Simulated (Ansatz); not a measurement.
# SiC (Moissanite) under changes of volume

One of the cells (10.341 Å³/atom); the others are scaled copies at fixed shape and fractional positions:

```
CELL_PARAMETERS angstrom
3.07600 0.00000 0.00000
-1.53800 2.66389 0.00000
0.00000 0.00000 5.04800
ATOMIC_POSITIONS crystal
Si 0.66667 0.33333 0.50000
Si 0.33333 0.66667 0.00000
C 0.66667 0.33333 0.88500
C 0.33333 0.66667 0.38500
```

```yaml
Program: Ansatz 0.2.0
Functional: revPBE
Dispersion: D3(BJ)
Potentials_or_basis: Ansatz PAW
Cutoff: "420 eV (not typed: the program's choice for these potentials)"
k_mesh: 10 × 10 × 5
Occupations: fermi-dirac, width 0.05 eV
Spin: no spin polarisation
```

| volume (Å³/atom) | energy over the lowest point (meV/atom) | pressure (GPa) | gap on the mesh (eV) | largest force (eV/Å) |
| --- | --- | --- | --- | --- |
| 9.721 | ? | ? | ? | ? |
| 9.927 | 4.66 | 6.1 | 2.44 | 0.829 |
| 10.134 | 0.00 | 1.2 | 2.47 | 0.795 |
| 10.341 | 1.38 | -3.3 | 2.51 | 0.763 |
| 10.548 | 8.26 | -7.3 | 2.54 | 0.733 |
| 10.755 | 20.09 | -11.0 | 2.55 | 0.703 |
| 10.961 | 36.40 | -14.3 | 2.52 | 0.675 |

Task: What does the run at 9.721 Å³/atom give?

Result: Energy over the lowest point 16.02 meV/atom; pressure 11.6 GPa; gap on the mesh 2.40 eV; largest force 0.865 eV/Å.

Worked out: A Birch-Murnaghan fit of order 3 (a polynomial in V^(-2/3)) to the other rows has its minimum at 10.19 Å³/atom with B0 = V·E''(V) = 224 GPa and B' = 3.7 at fixed shape and positions, which overstates the stiffness. It gives 15.89 meV/atom at 9.721 Å³/atom, against the run's 16.02, and -dE/dV = 11.5 GPa, against 11.6. A parabola through the other rows of the gap, of slope 3.56 eV per unit of ln V there, extrapolates to 2.37 eV, against the run's 2.40.

Energies are extrapolated to zero smearing.

Caveats: odd divisions of the mesh miss points on the zone boundary, where band edges often lie, so the gap on the mesh can be too wide; the PAW data sets come from PBE, with cores solved anew for the run's functional, which leaves a small shift of forces and pressure.

A mesh can miss the band edges.
